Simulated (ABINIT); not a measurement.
# Ge (Cmcm) in ABINIT: reference runs

Aim: a first look at Ge with PBE, on the cell as given and on a disturbed one.

Everything below comes from runs of ABINIT 10.8.3 (patched build). Logs are shortened: lines on timing, memory, paths and dates and some standing lists are left out, and cuts for length are marked. The log counts tension as positive stress, the text compression.

## 1. Starting point

Symmetry: Cmcm, No. 63, orthorhombic system. Conventional cell: a = 2.976 Å, b = 5.189 Å, c = 4.728 Å, α = 90.00°, β = 90.00°, γ = 90.00°. Around Ge (site symmetry m2m) lie 12 Ge at 2.92 to 2.99 Å.

This isn't the form of Ge at room conditions, which is diamond.

## 2. Single point, PBE

Contents of run.abi:

```
pp_dirpath "./"
pseudos "Ge.GGA_PBE-JTH.xml"

structure "poscar:POSCAR"
natom 2
chkprim 0
chksymtnons 0
tolsym 1.0e-6

ecut 22.0
pawecutdg 44.0
pawxcdev 0

kptopt 1
ngkpt 10 10 6
nshiftk 1
shiftk 0.0 0.0 0.0

ixc 11

nband 18
occopt 3
tsmear 0.05 eV

nstep 100
tolvrs 1.0e-9

iomode 3
prtwf 0
prteig 0
prtebands 0
enunit 2
prtden 1
prtvha 1
prtvclmb 1
prtpot 1
```

Contents of POSCAR:

```
Ge
1.0
    1.4880529250     -2.5946896100      0.0000000000
    1.4880529250      2.5946896100      0.0000000000
    0.0000000000      0.0000000000      4.7275957900
Ge
2
Direct
    0.3334466300      0.6665533700      0.2500000000  Ge
    0.6665533700      0.3334466300      0.7500000000  Ge
```

Potentials or basis: JTH PAW PBE v2.0.

Started as:

```console
> abinit run.abi > log 2>&1
```

run.abo:

```text
.Version 10.8.3 of ABINIT
 Symmetries : space group Cm c m (# 63); Bravais oC (1-face-center ortho.)
================================================================================
 Values of the parameters that define the memory need of the present run
     intxc =       0    ionmov =       0      iscf =      17    lmnmax =      18
     lnmax =       6     mgfft =      40  mpssoang =       3    mqgrid =    3001
     natom =       2  nloc_mem =       2    nspden =       1   nspinor =       1
    nsppol =       1      nsym =       8    n1xccc =       1    ntypat =       1
    occopt =       3   xclevel =       2
       mpw =        1232          nfft =       23040          nkpt =         124
 PAW method is used; the additional fine FFT grid is defined by:
   mgfftf=        54    nfftf =     69984
================================================================================
================================================================================

--------------------------------------------------------------------------------
------------- Echo of variables that govern the present computation ------------
--------------------------------------------------------------------------------
 -outvars: echo values of preprocessed input variables --------
            acell      1.0000000000E+00  1.0000000000E+00  1.0000000000E+00 Bohr
              amu      7.26100000E+01
          chkprim           0
      chksymtnons           0
             ecut      2.20000000E+01 Hartree
           enunit           2
                       outvar_i_n : Printing only first  50 k-points.
              ixc          11
                       outvar_i_n : Printing only first  50 k-points.
         kptrlatt       10    0    0      0   10    0      0    0    6
          kptrlen      5.36031677E+01
            natom           2
            nband          18
            ngfft          24      24      40
          ngfftdg          36      36      54
             nkpt         124
            nstep         100
             nsym           8
           ntypat           1
                       prtocc : prtvol=0, do not print more k-points.
           occopt           3
        pawecutdg      4.40000000E+01 Hartree
         pawxcdev           0
        prtebands           0
           prteig           0
           prtpot           1
         prtvclmb           1
           prtvha           1
            prtwf           0
            rprim      2.8120124891E+00 -4.9032527446E+00  0.0000000000E+00
                       2.8120124891E+00  4.9032527446E+00  0.0000000000E+00
                       0.0000000000E+00  0.0000000000E+00  8.9338612771E+00
          spgroup          63
           tolsym      1.00000000E-06
           tolvrs      1.00000000E-09
           tsmear      1.83746611E-03 Hartree
            typat      1  1
           useylm           1
                       outvars : Printing only first  50 k-points.
           xangst      1.4880529250E+00  8.6430859730E-01  1.1818989475E+00
                       1.4880529250E+00 -8.6430859730E-01  3.5456968425E+00
            xcart      2.8120124891E+00  1.6333065372E+00  2.2334653193E+00
                       2.8120124891E+00 -1.6333065372E+00  6.7003959578E+00
             xred      3.3344663000E-01  6.6655337000E-01  2.5000000000E-01
                       6.6655337000E-01  3.3344663000E-01  7.5000000000E-01
            znucl       32.00000

================================================================================

 chkinp: Checking input parameters for consistency.

================================================================================
== DATASET  1 ==================================================================

--- !DatasetInfo
iteration_state: {dtset: 1, }
dimensions: {natom: 2, nkpt: 124, mband: 18, nsppol: 1, nspinor: 1, nspden: 1, mpw: 1232, }
cutoff_energies: {ecut:  22.0, pawecutdg:  44.0, }
electrons: {nelect:   2.80000000E+01, charge:   0.00000000E+00, occopt:   3.00000000E+00, tsmear:   1.83746611E-03, }
meta: {optdriver: 0, ionmov: 0, optcell: 0, iscf: 17, paral_kgb: 0, }
...

 Exchange-correlation functional for the present dataset will be:
  GGA: Perdew-Burke-Ernzerhof functional - ixc=11
  J.P.Perdew, K.Burke, M.Ernzerhof, PRL 77, 3865 (1996)

 Real(R)+Recip(G) space primitive vectors, cartesian coordinates (Bohr,Bohr^-1):
 R(1)=  2.8120125 -4.9032527  0.0000000  G(1)=  0.1778086 -0.1019731  0.0000000
 R(2)=  2.8120125  4.9032527  0.0000000  G(2)=  0.1778086  0.1019731  0.0000000
 R(3)=  0.0000000  0.0000000  8.9338613  G(3)=  0.0000000  0.0000000  0.1119337
 Unit cell volume ucvol=  2.4636030E+02 bohr^3
 Angles (23,13,12)=  9.00000000E+01  9.00000000E+01  1.20331510E+02 degrees

 Coarse grid specifications (used for wave-functions):

 getcut: wavevector=  0.0000  0.0000  0.0000  ngfft=  24  24  40
[... 51 lines left out ...]
lattice_vectors:
- [  2.8120125,  -4.9032527,   0.0000000, ]
- [  2.8120125,   4.9032527,   0.0000000, ]
- [  0.0000000,   0.0000000,   8.9338613, ]
lattice_lengths: [   5.65237,    5.65237,    8.93386, ]
lattice_angles: [ 90.000,  90.000, 120.332, ] # degrees, (23, 13, 12)
lattice_volume:   2.4636030E+02
convergence: {deltae:  5.969E-12, res2:  2.233E-10, residm:  9.835E-04, diffor: null, }
etotal    :  -1.91134651E+02
entropy   :   0.00000000E+00
fermie    :   3.48816233E-01
cartesian_stress_tensor: # hartree/bohr^3
- [ -1.00480318E-04,   0.00000000E+00,   0.00000000E+00, ]
- [  0.00000000E+00,  -1.07218828E-04,   0.00000000E+00, ]
- [  0.00000000E+00,   0.00000000E+00,  -1.91991239E-04, ]
pressure_GPa:   3.9198E+00
xred      :
- [  3.3345E-01,   6.6655E-01,   2.5000E-01, Ge]
- [  6.6655E-01,   3.3345E-01,   7.5000E-01, Ge]
cartesian_forces: # hartree/bohr
- [  1.52784889E-21,  -1.36434559E-05,  -1.76600214E-31, ]
- [ -1.52784889E-21,   1.36434559E-05,   1.76600214E-31, ]
force_length_stats: {min:   1.36434559E-05, max:   1.36434559E-05, mean:   1.36434559E-05, }
...

 Integrated electronic density in atomic spheres:
 ------------------------------------------------
 Atom  Sphere_radius  Integrated_density
    1        2.30477         12.18685925
    2        2.30477         12.18685925

================================================================================

 ----iterations are completed or convergence reached----

 Mean square residual over all n,k,spin=   12.445E-07; max=  98.348E-05
 reduced coordinates (array xred) for    2 atoms
       0.333446630000      0.666553370000      0.250000000000
       0.666553370000      0.333446630000      0.750000000000
 rms dE/dt=  5.4621E-05; max dE/dt=  6.6897E-05; dE/dt below (all hartree)
    1      -0.000066897313      0.000066897313      0.000000000000
    2       0.000066897313     -0.000066897313     -0.000000000000

 cartesian coordinates (angstrom) at end:
    1      1.48805292500000     0.86430859729897     1.18189894750000
    2      1.48805292500000    -0.86430859729897     3.54569684250000

 cartesian forces (hartree/bohr) at end:
    1      0.00000000000000    -0.00001364345589    -0.00000000000000
    2     -0.00000000000000     0.00001364345589     0.00000000000000
 frms,max,avg= 7.8770529E-06 1.3643456E-05   0.000E+00  0.000E+00  0.000E+00 h/b

 cartesian forces (eV/Angstrom) at end:
    1      0.00000000000000    -0.00070157470998    -0.00000000000000
    2     -0.00000000000000     0.00070157470998     0.00000000000000
 frms,max,avg= 4.0505435E-04 7.0157471E-04   0.000E+00  0.000E+00  0.000E+00 e/A
 length scales=  1.000000000000  1.000000000000  1.000000000000 bohr
              =  0.529177210544  0.529177210544  0.529177210544 angstroms
 Fermi (or HOMO) energy (hartree) =   0.34882   Average Vxc (hartree)=  -0.39153
 Eigenvalues (hartree) for nkpt= 124  k points:
 kpt#   1, nband= 18, wtk=  0.00167, kpt=  0.0000  0.0000  0.0000 (reduced coord)
  -0.55687   -0.55652   -0.55642   -0.55638   -0.55619   -0.55607   -0.55570   -0.55567
  -0.55294   -0.55292   -0.14245    0.07447    0.14548    0.59177    0.59598    0.66836
   0.67266    0.72040
      occupation numbers for kpt#   1
   2.00000    2.00000    2.00000    2.00000    2.00000    2.00000    2.00000    2.00000
   2.00000    2.00000    2.00000    2.00000    2.00000    0.00000    0.00000    0.00000
   0.00000    0.00000
 prteigrs : prtvol=0 or 1, do not print more k-points.

 Fermi (or HOMO) energy (eV) =   9.49177   Average Vxc (eV)= -10.65414
 Eigenvalues (   eV  ) for nkpt= 124  k points:
 kpt#   1, nband= 18, wtk=  0.00167, kpt=  0.0000  0.0000  0.0000 (reduced coord)
 -15.15322  -15.14374  -15.14096  -15.13999  -15.13463  -15.13138  -15.12133  -15.12067
 -15.04638  -15.04583   -3.87636    2.02638    3.95868   16.10300   16.21752   18.18708
  18.30402   19.60312
 prteigrs : prtvol=0 or 1, do not print more k-points.

--- !EnergyTerms
iteration_state     : {dtset: 1, }
comment             : Components of total free energy in Hartree
kinetic             :  1.29637818384964E+01
hartree             :  3.31989114311678E+01
xc                  : -4.61799529074485E+00
Ewald energy        : -1.13754323498142E+02
psp_core            :  4.60599715098550E+00
local_psp           : -1.19066225210643E+02
PAW spherical_terms : -4.46448736635290E+00
internal            : -1.91134340945233E+02
'-kT*entropy'       : -3.10925424707051E-04
total_energy        : -1.91134651870658E+02
total_energy_eV     : -5.20103883704359E+03
...

--- !EnergyTermsDC
iteration_state     : {dtset: 1, }
comment             : '"Double-counting" decomposition of free energy'
band_energy         : -9.89070257391838E+00
Ewald energy        : -1.13754323498142E+02
psp_core            :  4.60599715098550E+00
xc_dc               : -3.19970592063384E+01
PAW spherical_terms : -4.00982522451442E+01
internal            : -1.91134340372558E+02
'-kT*entropy'       : -3.10925424707051E-04
total_energy_dc     : -1.91134651297982E+02
total_energy_dc_eV  : -5.20103882146029E+03
...

--- !EnergyTermsWithPAWCore
iteration_state     : {dtset: 1, }
comment             : 'Components of total free energy, including PAW core contributions'
Total energy        : -4.19797114005277E+03
Total energy DC     : -4.19797113948010E+03
Total energy (eV)   : -1.14232614141457E+05
Total energy DC (eV): -1.14232614125874E+05
...

 Cartesian components of stress tensor (hartree/bohr^3)
  sigma(1 1)= -1.00480318E-04  sigma(3 2)=  0.00000000E+00
  sigma(2 2)= -1.07218828E-04  sigma(3 1)=  0.00000000E+00
  sigma(3 3)= -1.91991239E-04  sigma(2 1)=  0.00000000E+00

-Cartesian components of stress tensor (GPa)         [Pressure=  3.9198E+00 GPa]
- sigma(1 1)= -2.95623303E+00  sigma(3 2)=  0.00000000E+00
- sigma(2 2)= -3.15448683E+00  sigma(3 1)=  0.00000000E+00
- sigma(3 3)= -5.64857728E+00  sigma(2 1)=  0.00000000E+00

== END DATASET(S) ==============================================================
================================================================================

 -outvars: echo values of variables after computation  --------
            acell      1.0000000000E+00  1.0000000000E+00  1.0000000000E+00 Bohr
           etotal     -1.9113465130E+02
            fcart      1.5278488894E-21 -1.3643455892E-05 -1.7660021367E-31
                      -1.5278488894E-21  1.3643455892E-05  1.7660021367E-31
            rprim      2.8120124891E+00 -4.9032527446E+00  0.0000000000E+00
                       2.8120124891E+00  4.9032527446E+00  0.0000000000E+00
                       0.0000000000E+00  0.0000000000E+00  8.9338612771E+00
           strten     -1.0048031842E-04 -1.0721882811E-04 -1.9199123944E-04
                       0.0000000000E+00  0.0000000000E+00  0.0000000000E+00
           xangst      1.4880529250E+00  8.6430859730E-01  1.1818989475E+00
                       1.4880529250E+00 -8.6430859730E-01  3.5456968425E+00
             xred      3.3344663000E-01  6.6655337000E-01  2.5000000000E-01
                       6.6655337000E-01  3.3344663000E-01  7.5000000000E-01
 Calculation completed.
```

It took 85 s on 1 thread of Arm Neoverse V1, shared host; peak memory 0.19 GiB.

What came out:

```
Free energy                                           : -5201.0388 eV
Pressure                                              : 3.9 GPa
Band gap on the k mesh                                : none (metal or under the smearing width)
Valence electrons inside the program's atomic spheres : Ge 12.19 (radii [1.2196] Å)
```

Stress tensor (GPa, compression positive):
```
2.96 0.00 0.00
0.00 3.15 0.00
0.00 0.00 5.65
```

## 3. Single point, PBE (atoms moved at random, drawn with an rms of 0.05 Å)

Contents of run.abi:

```
# Pseudopotentials
pp_dirpath "./"
pseudos "Ge.GGA_PBE-JTH.xml"

# Structure
acell 3*1.0 Angstrom
rprim
     1.4880529250    -2.5946896100     0.0000000000
     1.4880529250     2.5946896100     0.0000000000
     0.0000000000     0.0000000000     4.7275957900
ntypat 1
znucl 32
natom 2
typat 1 1
xred
     0.3271040000     0.6793620000     0.2532250000
     0.6791040000     0.3358940000     0.7452560000
chkprim 0
chksymtnons 0
tolsym 1.0e-6

# Plane-wave basis
ecut 22.0
pawecutdg 44.0
pawxcdev 0

# k points
kptopt 1
ngkpt 10 10 6
nshiftk 1
shiftk 0.0 0.0 0.0

# Exchange and correlation
ixc 11

# Bands and occupations
nband 18
occopt 3
tsmear 0.00183747

# SCF cycle
nstep 100
tolvrs 1.0e-9

# Output
iomode 3
prtwf 0
prtden 0
prteig 0
prtebands 0
enunit 2
```

Potentials or basis: JTH PAW PBE v2.0.

Started as:

```console
> abinit run.abi > log 2>&1
```

Wall time 3.2 min (1 thread of Arm Neoverse V1, shared host); peak memory 0.3 GiB.

Results (log left out):

```yaml
Free_energy: -5201.0378 eV
Pressure: 3.9 GPa
Largest_force: 0.036 eV/Å
Band_gap_on_the_k_mesh: none (metal or under the smearing width)
Valence_electrons_inside_the_program's_atomic_spheres: Ge 12.19 (radii [1.2196] Å)
```

Forces in eV/Å, atoms in the order of the input:
```
Ge  -0.001 -0.013 -0.034
Ge   0.001  0.013  0.034
```

Stress tensor (GPa, compression positive):
```
 3.15  0.02 -0.02
 0.02  2.88  0.04
-0.02  0.04  5.73
```

Levels at points of the mesh, in eV from the Fermi level:
```
           k point  band 10  band 11  band 12  band 13  band 14  band 15  band 16  band 17  band 18
(0.00, 0.00, 0.00)   -24.52   -13.37    -7.46    -5.52     6.59     6.78     8.47     9.03    10.13
(0.50, 0.00, 0.00)   -24.52    -8.35    -7.20    -2.19    -1.29    -0.73     1.28     2.46     6.38
(0.00, 0.50, 0.00)   -24.52    -8.39    -7.16    -2.22    -1.27    -0.79     1.37     2.46     6.34
(0.50, 0.50, 0.00)   -24.52    -8.61    -6.98    -2.39    -1.24    -1.09     1.74     2.59     6.60
(0.00, 0.00, 0.50)   -24.55   -11.82   -11.55     1.78     2.03     7.72     7.75     7.85     7.93
(0.50, 0.00, 0.50)   -24.52    -7.02    -6.86    -5.05    -4.90     3.99     4.23     5.10     5.17
(0.00, 0.50, 0.50)   -24.52    -7.05    -6.87    -5.03    -4.87     3.98     4.22     5.09     5.17
(0.50, 0.50, 0.50)   -24.53    -7.22    -7.01    -4.94    -4.76     4.14     4.39     5.02     5.13
```
